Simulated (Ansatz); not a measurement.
# Sb in Ansatz: the effect of functional

Sb:

```
Sb
1.0
    -1.90804    1.90804    1.90804
     1.90804   -1.90804    1.90804
     1.90804    1.90804   -1.90804
Sb
1
Direct
  0.00000 0.00000 0.00000
```

This isn't the form of Sb at room conditions, which is rhombohedral.

The cell isn't the ideal one: volume scaled by 1.06.

Alike in all runs:

| Property | Result |
| --- | --- |
| Program | Ansatz 0.2.0 |
| Task | single point |
| Potentials or basis | Ansatz PAW |
| k mesh | 10 × 10 × 10 |
| Occupations | fermi-dirac, width 0.05 eV |
| Spin | no spin polarisation |

```csv
functional,cutoff,pressure (GPa)
LDA,420 eV (not typed: the program's choice for these potentials),-4.6
PBEsol,420 eV (not typed: the program's choice for these potentials),-3.5
r2SCAN,500 eV (not typed: the program's choice for these potentials),?
```

Problem. What does the run with functional r2SCAN give?

Solution. Pressure -1.2 GPa.

Caveats: the PAW data sets come from PBE, with cores solved anew for the run's functional, which leaves a small shift of forces and pressure.
